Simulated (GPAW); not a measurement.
# Input and output of a self-consistent single point for Li₂O (Fm-3m, 3 atoms in the cell) (GPAW)

Method of the run: LDA (Perdew-Wang 92), GPAW PAW datasets LDA (gpaw-data 1.0.1) (plane waves; GPAW).

This input was run:

```python
from ase import Atoms
from ase.units import GPa
from gpaw import GPAW, PW, FermiDirac

atoms = Atoms(['Li', 'Li', 'O'],
              cell=[[0.000000, 2.298450, 2.298450],
                    [2.298450, 0.000000, 2.298450],
                    [2.298450, 2.298450, 0.000000]],
              scaled_positions=[[0.250000, 0.250000, 0.250000],
                                [0.750000, 0.750000, 0.750000],
                                [0.000000, 0.000000, 0.000000]],
              pbc=True)

calc = GPAW(mode=PW(900),
            xc='LDA',
            kpts=(7, 7, 7),
            occupations=FermiDirac(0.02),
            nbands=-8,
            convergence={'forces': 0.001, 'bands': -6},
            symmetry={'symmorphic': False, 'tolerance': 0.0005},
            maxiter=100,
            txt='-')

atoms.calc = calc

energy = atoms.get_potential_energy()
print('Energy (eV):', round(energy, 6))
forces = atoms.get_forces()
print('Forces (eV/Ang):')
print(forces.round(5))
stress = atoms.get_stress()
print('Stress (GPa, Voigt):', (stress / GPa).round(4))
```

Log, with long lists cut:

```
Input parameters:
  convergence: {bands: -6,
                forces: 0.001}
  kpts: [7 7 7]
  maxiter: 100
  mode: {ecut: 900.0000000000001,
         name: pw}
  nbands: -8
  occupations: {fixmagmom: False,
                name: fermi-dirac,
                width: 0.02}
  symmetry: {symmorphic: False,
             tolerance: 0.0005}

species:
  Li:
    name: Lithium
    Z: 3.0
    valence: 1
    core: 2
    charge: 0.0
    file: Li.LDA.gz

    # Using partial waves for Li as LCAO basis

  O:
    name: Oxygen
    Z: 8.0
    valence: 6
    core: 2
    charge: 0.0
    file: O.LDA.gz

    # Using partial waves for O as LCAO basis

Reference energy: -2427.125660  # eV

Spin-paired calculation

Convergence criteria:
 Maximum [total energy] change in last 3 cyles: 0.0005 eV / valence electron
 Maximum integral of absolute [dens]ity change: 0.0001 electrons / valence electron
 Maximum integral of absolute [eigenst]ate change: 4e-08 eV^2 / valence electron
 Maximum change in the atomic [forces] across last 2 cycles: 0.001 eV/Ang OR
Maximum error relative to the maximum force is below inf
 Maximum number of scf [iter]ations: 100

Symmetries present (total): 48
Symmetries with fractional translations: 0
343 k-points: 7 x 7 x 7 Monkhorst-Pack grid
20 k-points in the irreducible part of the Brillouin zone
       k-points in crystal coordinates                weights
   0:     0.00000000    0.00000000    0.00000000          1/343
   1:     0.14285714    0.14285714    0.00000000          6/343
   2:     0.14285714    0.14285714    0.14285714          8/343
   [... 7 lines left out ...]
          ...
  19:     0.42857143    0.42857143    0.42857143          8/343

Wave functions: Plane wave expansion
  Cutoff energy: 900.000 eV
  Number of coefficients (min, max): 1459, 1499
  Pulay-stress correction: 0.000000 eV/Ang^3 (de/decut=0.000000)

Occupation numbers: Fermi-Dirac:
  width: 0.0200  # eV

Eigensolver

Densities:
  Coarse grid: 24*24*24 grid
  Fine grid: 48*48*48 grid
  Total Charge: 0.000000

Density mixing:
  Method: separate
  Backend: pulay
  Linear mixing parameter: 0.05
  old densities: 5
  Damping of long wavelength oscillations: 50

Hamiltonian:
  XC and Coulomb potentials evaluated on a 48*48*48 grid
  External potential:
    NoExternalPotential

Number of atoms: 3
Number of atomic orbitals: 12
Number of bands in calculation: 12
Number of valence electrons: 8
Bands to converge: 6

Density initialized from atomic densities
  12 bands from LCAO basis set

Atomic positions and initial magnetic moments

Positions:
   0 Li     1.149225    1.149225    1.149225    ( 0.0000,  0.0000,  0.0000)
   1 Li     3.447675    3.447675    3.447675    ( 0.0000,  0.0000,  0.0000)
   2 O      0.000000    0.000000    0.000000    ( 0.0000,  0.0000,  0.0000)

Unit cell:
           periodic     x           y           z      points  spacing
  1. axis:    yes    0.000000    2.298450    2.298450    24     0.1106
  2. axis:    yes    2.298450    0.000000    2.298450    24     0.1106
  3. axis:    yes    2.298450    2.298450    0.000000    24     0.1106

  Lengths:   3.250499   3.250499   3.250499
  Angles:   60.000000  60.000000  60.000000

Effective grid spacing dv^(1/3) = 0.1207

     iter     time        total  log10-change:
                         energy   eigst   dens  force
iter:   1 --:--:--   -16.487178   +0.67
iter:   2 --:--:--   -16.285250   -1.80  -0.80
iter:   3 --:--:--   -15.833393   -1.79  -0.85
iter:   4 --:--:--   -15.771643   -2.27  -1.04
iter:   5 --:--:--   -15.756978   -2.39  -1.34
iter:   6 --:--:--   -15.759323   -3.47  -2.05
iter:   7 --:--:--   -15.757322c  -4.09  -2.06
iter:   8 --:--:--   -15.757224c  -4.84  -2.91
iter:   9 --:--:--   -15.757224c  -6.65  -4.05c
iter:  10 --:--:--   -15.757226c  -6.35  -3.99
iter:  11 --:--:--   -15.757224c  -6.17  -3.80
iter:  12 --:--:--   -15.757224c  -7.35  -4.22c
iter:  13 --:--:--   -15.757224c  -9.70c -5.01c
iter:  14 --:--:--   -15.757224c  -8.80c -5.01c -16.12c

Converged after 14 iterations.

Dipole moment: (-0.000000, -0.000000, -0.000000) |e|*Ang

Energy contributions relative to reference atoms: (reference = -2427.125660)

Kinetic:        +17.771089
Potential:      -16.131804
External:        +0.000000
XC:             -17.610111
Entropy (-ST):   -0.000000
Local:           +0.213603
SIC:             +0.000000
--------------------------
Free energy:    -15.757224
Extrapolated:   -15.757224

Showing only first 2 kpts
 Kpt  Band  Eigenvalues  Occupancy
  0     2      1.05980    2.00000
  0     3      1.05980    2.00000
  0     4      6.38412    0.00000
  0     5     12.72522    0.00000

  1     2      0.74565    2.00000
  1     3      0.74565    2.00000
  1     4      6.93094    0.00000
  1     5     12.95064    0.00000

Fermi level: 2.46775

Gap: 5.002 eV
Transition (v -> c):
  (s=0, k=0, n=3, [0.00, 0.00, 0.00]) -> (s=0, k=16, n=4, [0.43, 0.43, 0.00])
Direct/indirect transitions are different
Direct gap: 5.324 eV
Transition at: (s=0, k=0, n=3, [0.00, 0.00, 0.00])
Energy (eV): -15.757224

Forces in eV/Ang:
  0 Li   -0.00000    0.00000    0.00000
  1 Li   -0.00000    0.00000    0.00000
  2 O     0.00000    0.00000    0.00000

Stress tensor:
     0.013374     0.000000    -0.000000
     0.000000     0.013374     0.000000
    -0.000000     0.000000     0.013374
Stress (GPa, Voigt): [ 2.1427  2.1427  2.1427  0.     -0.      0.    ]
```

The run converged in 14 iterations. GPAW prints stress with tension positive.

At such cutoffs GPAW's stress carries a finite-basis (Pulay) error, which enters relaxed cells too; its log prints stress with tension positive.

The starting cell has typed, rounded lattice constants, without a prior relaxation at this level. Its lattice was rescaled by up to half a per cent.
